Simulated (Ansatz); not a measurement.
# Pb (Im-3m) in Ansatz: single point with PBEsol

Aim: the single point of Pb with PBEsol.

All numbers are computed with Ansatz 0.2.0; they aren't measurements. Logs are shortened: lines on timing, memory, paths and dates and some standing lists are left out, and cuts for length are marked.

### 1 The cell of the first run

It takes space group Im-3m (No. 229, cubic). Conventional cell: a = 3.959 Å, b = 3.959 Å, c = 3.959 Å, α = 90.00°, β = 90.00°, γ = 90.00°. Pb (site symmetry m-3m) has 8 Pb at 3.43 Å as nearest neighbours.

This isn't the form of Pb at room conditions, which is fcc.

### 2 Single point, PBEsol (the cell as VASP's run set it)

Contents of input.yaml:

```yaml
crystal:
  lattice:
    - [3.42887095, 0.0, 0.0]
    - [-1.1429569831, 3.2327705342, 0.0]
    - [-1.1429569831, -1.6163852665, 2.7996614075]
  atoms:
    - { symbol: Pb, position: [0.0, 0.0, 0.0] }
kpoints:
  mp_grid: { grid: [9, 9, 9] }
scf:
  occupations: { method: gaussian, width: 0.02 }
hamiltonian:
  xc: pbesol
  pseudopotentials: { kind: all_electron, lapw: { basis_error: 0.001 } }
output:
  forces: true
  stress: true
  eigenvalues: true
```

Potentials or basis: all-electron LAPW, scalar-relativistic.

Started as:

```bash
ansatz run input.yaml --threads 1 --pin off --max-ram 3072MiB --backend cpu --events-out ev --progress --plain --runs-dir out
```

The log of the run:

```text
Warning: RAYON_NUM_THREADS=1 ignored (pool sized by the plan → 1); use --threads N
LAPW: plane waves up to 6.535 Å⁻¹, error target 1.0e-3 eV per atom; small_component_spin mean_spin; Pb in spheres of 1.714 Å, 36 of its electrons in bands, Dirac shells [] (how accurate: hamiltonian.pseudopotentials.lapw.basis_error, Limitations)
Engine: ansatz 0.2.0, x86_64-unknown-linux-gnu
Pseudopotentials: kind: all_electron
Pseudopotential: Pb, LAPW, valence charge 36, lapw/all_electron/scalar/gaussian/Pb, Koelling and Harmon's equation, gaussian nucleus
Functional definition: PBEsol
  exchange = pbesol_x
  correlation = pbesol_c
Crystal: 1 atoms, lattice volume = 31.034 Å³
Basis set: ecut = 162.71333236796053 eV, 141 PW (Γ), exchange–correlation at level 2
Bands: 22, of which v1, the nominal top of the filled ones, is band 18 counted from 1 (17 counted from 0)
Symmetry: 48 space group operations
Space group: Im-3m (ITA 229), of the structure as read, at distance tolerance 3.1e-5 Å
k-points: 35 of 729
Non-local potential: Pb, projectors of the file, none
Initial density: superposition of atomic densities (chi_scale 0.1, normalization cell)
Initial wavefunctions: plane waves of lowest kinetic energy (no species holds an atomic orbital)
Functional: x = pbesol(κ = 0.804, μ = 0.12345679012345678), c = pbesol(β = 0.046)
iter 1 solved again at ethr=1.08e-5 eV; its pass at ethr=1.00e-1 eV (dr2=3.90e-3 eV) is discarded
SCF iter   1: F=—  HF=-567915.117022 eV  |F-HF|=—  |Δ(HF+E_count)|=         —  Δρ=4.04e-3  dr2=3.95e-3  ethr=1.08e-5  ⟨swp⟩=3.7  Hψ=5144  notcnv=0
preconditioner: auto → none  [insulator: Δε(μ)=0.243 eV  Ē_g=19.702 eV  σ=0.020 eV  W_gap=0.97  n_scr=12 (ndim 8)  ℏωp=24.9 eV  f_vac=0.000  D(μ)=0.46/eV (n_scr^D=0)  ε∞_Penn≈2.6]
SCF iter   2: F=—  HF=-567915.102264 eV  |F-HF|=—  |Δ(HF+E_count)|=   1.48e-2  Δρ=1.61e-3  dr2=5.63e-4  ethr=1.08e-5  ⟨swp⟩=2.0  Hψ=2395  notcnv=0
SCF iter   3: F=—  HF=-567915.101507 eV  |F-HF|=—  |Δ(HF+E_count)|=   7.57e-4  Δρ=6.51e-4  dr2=8.81e-5  ethr=1.57e-6  ⟨swp⟩=2.0  Hψ=2277  notcnv=0
iter 4 solved again at ethr=8.75e-9 eV; its pass at ethr=2.45e-7 eV (dr2=3.15e-6 eV) is discarded
SCF iter   4: F=—  HF=-567915.101441 eV  |F-HF|=—  |Δ(HF+E_count)|=   6.57e-5  Δρ=1.30e-4  dr2=3.15e-6  ethr=8.75e-9  ⟨swp⟩=2.0  Hψ=3853  notcnv=0
SCF iter   5: F=—  HF=-567915.101444 eV  |F-HF|=—  |Δ(HF+E_count)|=   3.03e-6  Δρ=2.37e-5  dr2=1.10e-7  ethr=8.75e-9  ⟨swp⟩=2.0  Hψ=2276  notcnv=0
SCF iter   6: F=-567915.101445 eV  HF=-567915.101445 eV  |F-HF|=3.49e-10  |Δ(HF+E_count)|=   1.60e-7  Δρ=4.59e-7  dr2=4.05e-11  ethr=3.05e-10  ⟨swp⟩=2.2  Hψ=2290  notcnv=0
SCF 1 converged in 6 iterations: F = -567915.101445 eV  dr2 = 4.05e-11
SCF converged after 6 iterations
Free energy (F): -567915.101445 eV
Harris-Foulkes:  -567915.101445 eV  (|F-HF|=3.49e-10)
Internal energy: -567915.101362 eV  (E = F + TS)
E sigma→0 (E₀):  -567915.101403 eV
Entropy (-TS):   -0.000083 eV (-0.083 meV/atom)
Fermi energy:    15.152746 eV
--- Per-component energies (eV) ---
  E_band       = -2218.033789
  E_kinetic    = 654730.508515
  E_xc         = -10427.456663
  E_electrostatic = -1212218.153214  (all electrons and nuclei)
  E_smearing   = -0.000083  (= −TS)
  E_closure    = 0.000000  (closes the sum)
  E_atoms      = -567911.178656  (free atoms, spherical and without spin; not in F)
  Σ components = -567915.101445   (vs F -567915.101445, Δ=0.00e0)
  Basis errors (estimates in eV, not in F): energy 2.4e-4 per atom: plane waves 2.4e-4 (1.2e-4 summed), levels above the bands 0.0e0, relativity 1.4e-8, radial functions 2.2e-6, core shells 2.1e-9; eigenvalues (radial functions only) 2.6e-5; not estimated: angular momenta, meshes, grids; target (lapw.basis_error) 1.0e-3; muffin-tin radii Pb 1.714 Å
--- Forces (eV/Å), atoms counted from 1 ---
  atom   1  Pb     0.00000000    -0.00000000    -0.00000000
  max |Σ_I F_I| component: 4.11e-32 eV/Å
--- Stress (GPa, compression-positive) ---
       -2.040690      -0.000000      -0.000000
       -0.000000      -2.040690       0.000000
       -0.000000       0.000000      -2.040690
  P = ⅓ Tr σ = -2.0407 GPa (-20.407 kbar)
--- Band table (eV; the first three rows and the last of 35) ---
  k-point 0: bands = ["-124.6124", "-113.6673", "-113.6671", "-113.6671", "-113.6671", "-113.6670", "-113.6670", "-113.6670", "-66.3922", "-66.3922", "-66.3922", "-2.0244", "-2.0244", "-2.0244", "-1.7973", "-1.7973", "3.4239", "22.4692", "22.4692", "22.4692", "26.0807", "26.0807"]
  k-point 1: bands = ["-124.6124", "-113.6673", "-113.6671", "-113.6671", "-113.6671", "-113.6670", "-113.6670", "-113.6670", "-66.3926", "-66.3924", "-66.3922", "-2.0337", "-2.0131", "-1.9833", "-1.8074", "-1.7982", "3.6694", "20.2747", "21.7079", "22.1487", "24.8308", "25.5120"]
  k-point 2: bands = ["-124.6124", "-113.6673", "-113.6671", "-113.6671", "-113.6671", "-113.6670", "-113.6670", "-113.6670", "-66.3936", "-66.3928", "-66.3922", "-2.0573", "-1.9955", "-1.8773", "-1.8256", "-1.8004", "4.4029", "16.8918", "20.3200", "21.3647", "23.6105", "24.7321"]
  k-point 34: bands = ["-124.6123", "-113.6673", "-113.6671", "-113.6671", "-113.6671", "-113.6670", "-113.6670", "-113.6670", "-66.3949", "-66.3949", "-66.3949", "-2.0653", "-2.0567", "-1.7072", "-1.7072", "-1.7031", "9.4741", "14.5482", "14.8262", "14.8262", "19.6579", "20.3252"]
```

It took 5.5 s on 1 thread of Intel Xeon at 2.70GHz, shared host; peak memory 0.26 GiB.

Results:

```
Free energy            : -567915.1014 eV
Pressure               : -2.0 GPa
Band gap on the k mesh : none (metal or under the smearing width)
```

Spin-orbit coupling is left out, which matters for the levels of Pb.
